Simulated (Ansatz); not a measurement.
# Pb in Ansatz: the effect of functional

Crystal: Pb.

```
Pb
1.0
    -1.96637    1.96637    1.96637
     1.96637   -1.96637    1.96637
     1.96637    1.96637   -1.96637
Pb
1
Direct
  0.00000 0.00000 0.00000
```

This isn't the form of Pb at room conditions, which is fcc.

The cell isn't the ideal one: volume scaled by 0.98.

Alike in all runs:

- Program: Ansatz 0.2.0
- Task: single point
- Potentials or basis: Ansatz PAW
- k mesh: 9 × 9 × 9
- Occupations: fermi-dirac, width 0.05 eV
- Spin: no spin polarisation

Problem. One run gave: pressure 0.5 GPa. Which functional did it use?
A. PBEsol
B. r2SCAN
C. LDA

Solution. B.

| functional | cutoff | pressure (GPa) |
| --- | --- | --- |
| LDA | 420 eV (not typed: the program's choice for these potentials) | -2.7 |
| PBEsol | 420 eV (not typed: the program's choice for these potentials) | -1.2 |
| r2SCAN | 500 eV (not typed: the program's choice for these potentials) | 0.5 |

Caveats: the PAW data sets come from PBE, with cores solved anew for the run's functional, which leaves a small shift of forces and pressure.
